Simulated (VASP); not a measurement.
Set up this calculation in VASP 6.6.1, as the native input.

- Task: relaxation of cell and atoms
- Functional: PBE
- Dispersion: TS
- Potentials or basis: VASP PAW PBE potentials, release 64 (Ti_sv, C)
- Cutoff: 600 eV
- k mesh: 10 × 10 × 10
- Occupations: fermi-dirac, width 0.05 eV
- Spin: no spin polarisation
- Further INCAR settings: ALGO = Normal; EDIFF = 1e-06; IBRION = 2; EDIFFG = -0.02; NSW = 40; ISIF = 3

The structure of TiC lies in POSCAR:

```
TiC
1.0
    3.0420900000      0.0000000000      0.0000000000
   -1.5210400000      2.6345200000      0.0000000000
    0.0000000000      0.0000000000      2.6979700000
Ti C
1 1
Direct
    0.0000000000      0.0000000000      0.5000000000
    0.3333300000      0.6666700000      0.0000000000
```

The cell was built by a generator and needn't be a form met in nature.

One way to write it, as run:

INCAR

```
SYSTEM = TiC
  ALGO = Normal
  EDIFF = 1E-6
  EDIFFG = -0.02
  ENCUT = 600
  GGA = PE
  IBRION = 2
  ISIF = 3
  ISMEAR = -1
  IVDW = 2
  LASPH = .True.
  LCHARG = .False.
  LREAL = .False.
  LWAVE = .False.
  NELM = 80
  NSW = 40
  PREC = Accurate
  SIGMA = 0.05
```

KPOINTS

```
k-points
0
Gamma
  10 10 10
  0 0 0
```

Potentials or basis: VASP PAW PBE potentials, release 64 (Ti_sv, C).

Launch:

```bash
$ cat potpaw_PBE.64/Ti_sv/POTCAR potpaw_PBE.64/C/POTCAR > POTCAR
$ mpirun -np 1 vasp_std > vasp.out
```

It gave:

```
Relaxed volume                         : 10.34 Å³/atom
Relaxed cell                           : a = 2.985 Å, b = 2.985 Å, c = 2.681 Å, α = 90.00°, β = 90.00°, γ = 120.00°
Space group after relaxing (to 0.05 Å) : P-6m2 (No. 187)
Energy gained by relaxing              : 10.9 meV/atom
Ionic steps                            : 8
Pressure after relaxing                : 0.0 GPa
Band gap on the k mesh                 : 0.03 eV, indirect (least direct gap 0.03 eV)
Hirshfeld charges                      : Ti +0.41; C -0.41 e
Dispersion energy per atom             : -0.562 eV
```

Wall time 120 s on 1 thread of Intel(R) Xeon(R) Platinum 8488C (Sapphire Rapids), on a shared host, peak memory 0.2 GiB.
